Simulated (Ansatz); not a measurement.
# Mo (P-1) in Ansatz: single point with HSE06

Aim: the single point of Mo with HSE06.

Program: Ansatz 0.2.0. These are calculated values, not measurements. Logs are shortened: lines on timing, memory, paths and dates and some standing lists are left out, and cuts for length are marked.

**1. The cell of the first run**

The typed cell holds 1 atom: a = 2.785 Å, b = 2.985 Å, c = 2.927 Å, α = 59.76°, β = 54.74°, γ = 58.94°.

This isn't the form of Mo at room conditions, which is bcc.

**2. Single point, HSE06, spin-orbit coupling, no magnetisation (cell sheared at random, sigma 0.06, atoms nudged by 0.01 Å)**

input.yaml reads:

```yaml
crystal:
  lattice:
    - [0.15753066, 2.01904464, 1.9118309]
    - [2.12472561, -0.02639602, 2.09575758]
    - [2.02995326, 2.10819897, 0.06837633]
  atoms:
    - { symbol: Mo, position: [0.0, 0.0, 0.0] }
hamiltonian:
  xc: hse06
  pseudopotentials: { kind: paw_fr }
magnetization:
  noncollinear: true
  spin_orbit: true
kpoints:
  mp_grid: { grid: [5, 5, 5] }
scf:
  occupations: { method: fermi_dirac, width: 0.05 }
output:
  forces: true
  stress: true
  eigenvalues: true
  write_density: true
  write_potential: true
  elf: true
  volumetric_format: npy
```

Potentials or basis: Ansatz PAW.

The run is started by

```
> ansatz run input.yaml --threads 2 --pin off --max-ram 5632MiB --backend cpu --events-out ev --progress --plain --runs-dir out
```

What it wrote:

```text
Warning: output.stress: scf.convergence.dr2_threshold = 1e-7 eV (the SCF's general default) is looser than the 1e-10 eV advised for a printed stress (1e-10 eV for each atom of the cell: 1). What an SCF threshold leaves in a stress goes as its square root, and in the free energy as the threshold itself, and one threshold admits the most on a small cell: of the crystals measured, under no hybrid functional and no lock of the moments, on runs that ended without the residual-converged pass, on stresses that held no estimate of that error, the worst erred by over 100 MPa in a component at 1e-7 eV an atom and by under 5 at 1e-10. Set scf.convergence.dr2_threshold to 1e-10 eV or tighter. The threshold is an SCF's pass mark: one that does not reach it within its budget of iterations ends unconverged, or closes short of it on a stop that the run arms, and scf.convergence.dr2_threshold's page says what that costs each kind of run
Warning: output.stress: scf.exx.energy_threshold = 1e-6 eV is looser than the 1e-8 eV advised for a stress under a hybrid functional (1e-8 eV for each atom of the cell: 1). Every SCF of the exchange loop can meet its threshold on dr2 while the loop round them stops early: no threshold on dr2 bounds what that leaves in the stress. Set scf.exx.energy_threshold to 1e-8 eV or tighter. The threshold is the loop's pass mark: a loop that does not reach it within its budget of cycles ends unconverged, and scf.exx.energy_threshold's page has the law
Warning: RAYON_NUM_THREADS=2 ignored (pool sized by the plan → 2); use --threads N
Engine: ansatz 0.2.0, aarch64-unknown-linux-gnu
Pseudopotentials: kind: paw_fr
Pseudopotential: Mo, paw_fr, valence charge 14, recommended cutoff 420 eV (normal), Mo.paw.azcp#standard-fr
Functional definition: HSE06
  parameter a = 0.25
  parameter omega = 0.11/bohr
  exchange = pbe_x - a*pbe_x_sr(omega) + a*exact_x_sr(omega)
  correlation = pbe_c
non-collinear run that drives no moment, with spin-orbit: no starting moment large enough to seed its density (crystal.atoms[].spin), no starting occupations that ask for one, no magnetisation constraint and no magnetic field, so the semilocal B_xc is pinned to zero
Crystal: 1 atoms, lattice volume = 16.266 Å³
Basis set: ecut = 420 eV, 313 PW (Γ), exchange–correlation on 40×40×40 points (8 copies of the dense FFT grid, shifted against one another)
Bands: 22, of which v1, the nominal top of the filled ones, is band 14 counted from 1 (13 counted from 0)
Symmetry: 2 space group operations + 2 with time reversal
Magnetic group: BNS 2.5 (UNI 5), of the structure as read, at distance tolerance 2.5e-5 Å
k-points: 63 of 125
Projection manifold: j_resolved (fully-relativistic pseudo-atomic orbitals)
Non-local potential: Mo, projectors of the file, l = 0: 3, l = 1: 4, l = 2: 4, l = 3: 2
PAW form: soft (Blöchl's): semilocal exchange-correlation on the pseudo side does not see the compensation charge
PAW frozen core: Mo, regenerated for the run's functional, and the local potential with it (the file was generated under x = pbe(κ = 0.804, μ = 0.2195149727645171), c = pbe(β = 0.06672455060314922))
PAW one-centre angular grid: Mo, 590 points (default); XC on 96 Gauss nodes
Initial density: superposition of atomic densities (chi_scale 0.1, normalization cell)
Initial wavefunctions: pseudopotential atomic-orbital guess
Functional: x = pbe(κ = 0.804, μ = 0.2195149727645171), c = pbe(β = 0.06672455060314922), warm-up for x = pbe(κ = 0.804, μ = 0.2195149727645171) + 0.25 (exact − pbe) at short range (hse, ω = 0.20786987370883472 Å⁻¹), c = pbe(β = 0.06672455060314922); HSE06 as pw.x's `hse` composes it (authors' and Libxc's form: `xc: wpbeh`)
SCF iter   1: F=—  HF=-4957.413005 eV  |F-HF|=—  |Δ(HF+E_count)|=         —  Δρ=1.01e-1  dr2=1.67e0  dr2_m=0.00e0 (ungated)  ethr=1.00e-1  |M|=0.00e0 ∫|m|=0.00e0 μB  |m|>n=0.0e0 m-floor=0.0e0 τ_xc=0.0e0  β_m=0.30  ⟨swp⟩=4.2  Hψ=4590  notcnv=0
preconditioner: auto → none  [insulator: Δε(μ)=0.133 eV  Ē_g=8.130 eV  σ=0.050 eV  W_gap=0.56  n_scr=4 (ndim 8)  ℏωp=22.6 eV  f_vac=0.000  D(μ)=0.79/eV (n_scr^D=8)]
SCF iter   2: F=—  HF=-4956.939321 eV  |F-HF|=—  |Δ(HF+E_count)|=   4.74e-1  Δρ=5.06e-2  dr2=3.50e-1  dr2_m=0.00e0 (ungated)  ethr=1.19e-2  |M|=0.00e0 ∫|m|=0.00e0 μB  |m|>n=0.0e0 m-floor=0.0e0 τ_xc=0.0e0  β_m=0.42  ⟨swp⟩=2.6  Hψ=2872  notcnv=0  defer=2
iter 3 solved again at ethr=8.90e-5 eV; its pass at ethr=2.50e-3 eV (dr2=1.25e-2 eV) is discarded
SCF iter   3: F=—  HF=-4956.837960 eV  |F-HF|=—  |Δ(HF+E_count)|=   1.01e-1  Δρ=1.53e-2  dr2=1.28e-2  dr2_m=0.00e0 (ungated)  ethr=8.90e-5  |M|=0.00e0 ∫|m|=0.00e0 μB  |m|>n=0.0e0 m-floor=0.0e0 τ_xc=0.0e0  β_m=0.69  ⟨swp⟩=2.1  Hψ=6048  notcnv=0  defer=2
[... 33 lines left out ...]
hybrid outer 2: dexx = +3.494e-6 eV, tail = 2.86e-8 eV, Δε = 7.10e-3 eV (about 3.96e-4 eV left of the loop's levels)
hybrid SCF converged: 2 outer / 10 inner (+8 warm-up), last move |dexx| = 3.49e-6 eV, tail = 2.86e-8 eV
Magnetization: |M| = 0.0000 μB,  M = (+0.0000, +0.0000, +0.0000) μB
Absolute magnetization: 0.0000 μB (∫|m|)
  site 0: m = (+0.0000, +0.0000, +0.0000) μB, |m| = 0.0000 μB  (R = 1.08 Å)
Free energy (F): -4956.474887 eV
Frozen-core exchange: fock
Harris-Foulkes:  -4956.474887 eV  (|F-HF|=3.18e-9)
Internal energy: -4956.468345 eV  (E = F + TS)
E sigma→0 (E₀):  -4956.471616 eV
Entropy (-TS):   -0.006542 eV (-6.542 meV/atom)
Fermi energy:    19.878414 eV
--- Per-component energies (eV) ---
  E_band       = -95.521807
  E_kinetic    = 439.162283
  E_local      = -816.119200  (includes V_loc(G=0)·N_el)
  E_nonlocal   = 141.082577
  E_hartree    = 269.107371
  E_xc         = -146.652455
  E_vxc        = -181.393147  (∫ρ·V_xc dr)
  E_exx        = -41.543791  (= α·E_x^exact, valence–valence)
  E_paw        = -3196.064017  (= ΣΔE_a)
  E_vpaw       = -133.382486  (= ΣTr[D̂ρ^β])
  E_aug_tail   = 0.000045  (compensation charges beyond the density's cutoff)
  E_ewald      = -1605.007480
  E_core_change = -0.433679  (= ΣΔE_core)
  E_smearing   = -0.006542  (= −TS)
  E_closure    = 0.000000  (closes the sum)
  Σ components = -4956.474887   (vs F -4956.474887, Δ=0.00e0)
--- Forces (eV/Å), atoms counted from 1 ---
  atom   1  Mo     0.00000000     0.00000000     0.00000000
  max |Σ_I F_I| component: 0.00e0 eV/Å
--- Stress (GPa, compression-positive) ---
       -8.219274      10.337337       7.473819
       10.337342      -5.001653      -7.709143
        7.473830      -7.709128     -12.477058
  P = ⅓ Tr σ = -8.5660 GPa (-85.660 kbar)
--- Band table (eV; the first three rows and the last of 63) ---
  k-point 0: bands = ["-45.2748", "-45.2748", "-18.9488", "-18.9488", "-16.3700", "-16.3700", "-16.0628", "-16.0628", "11.8857", "11.8857", "17.4490", "17.4490", "17.6372", "17.6372", "20.8885", "20.8885", "22.0200", "22.0200", "22.9549", "22.9549", "33.2766", "33.2766"]
  k-point 1: bands = ["-45.1725", "-45.1725", "-19.1646", "-19.1646", "-16.6207", "-16.6207", "-16.3305", "-16.3305", "13.4631", "13.4631", "17.9123", "17.9123", "18.1287", "18.1287", "20.5592", "20.5592", "21.7549", "21.7549", "22.0835", "22.0835", "34.7692", "34.7692"]
  k-point 2: bands = ["-45.0026", "-45.0026", "-19.6200", "-19.6200", "-17.1757", "-17.1757", "-16.4301", "-16.4301", "14.4015", "14.4015", "17.7719", "17.7719", "19.9256", "19.9256", "20.3684", "20.3684", "22.8311", "22.8311", "24.2019", "24.2019", "32.2290", "32.2290"]
  k-point 62: bands = ["-44.9003", "-44.9003", "-19.7388", "-19.7388", "-17.3486", "-17.3486", "-16.7750", "-16.7750", "15.3799", "15.3799", "16.9748", "16.9748", "19.4381", "19.4381", "20.0639", "20.0639", "23.6909", "23.6909", "27.7027", "27.7027", "32.6351", "32.6351"]
```

rho_z.tsv:

```text
# z_ang	rho[e/angstrom^3]	m_x[e/angstrom^3]	m_y[e/angstrom^3]	m_z[e/angstrom^3]	m_norm[e/angstrom^3]
# format = ansatz-planar-average/11
# lattice	0.157530660	2.019044640	1.911830900
# lattice	2.124725610	-0.026396020	2.095757580
# lattice	2.029953260	2.108198970	0.068376330
# sites	1
# site	42	0.000000000	0.000000000	0.000000000
0.000000	1.585135e0	0.000000e0	0.000000e0	0.000000e0	0.000000e0
0.146372	1.545397e0	0.000000e0	0.000000e0	0.000000e0	0.000000e0
0.292744	1.427037e0	0.000000e0	0.000000e0	0.000000e0	0.000000e0
0.439116	1.238423e0	0.000000e0	0.000000e0	0.000000e0	0.000000e0
0.585487	1.005864e0	0.000000e0	0.000000e0	0.000000e0	0.000000e0
0.731859	7.710404e-1	0.000000e0	0.000000e0	0.000000e0	0.000000e0
[... 12 lines left out ...]
2.634693	1.427037e0	0.000000e0	0.000000e0	0.000000e0	0.000000e0
2.781065	1.545397e0	0.000000e0	0.000000e0	0.000000e0	0.000000e0
```

Run time: 73 s. Hardware: 2 threads of Arm Neoverse V1, shared host; peak memory 0.85 GiB.

Results:

```yaml
Free_energy: -4956.4749 eV
Pressure: -8.6 GPa
Band_gap_on_the_k_mesh: none (metal or under the smearing width)
```

Stress tensor (GPa, compression positive):
```
 -8.22  10.34   7.47
 10.34  -5.00  -7.71
  7.47  -7.71 -12.48
```

Caveat: the k mesh is coarse (spacing up to 0.58 Å⁻¹), so the values aren't converged, least of all with exact exchange; the PAW data sets come from PBE, with cores solved anew for the run's functional, which leaves a small shift of forces and pressure; the thresholds are loose for stress.
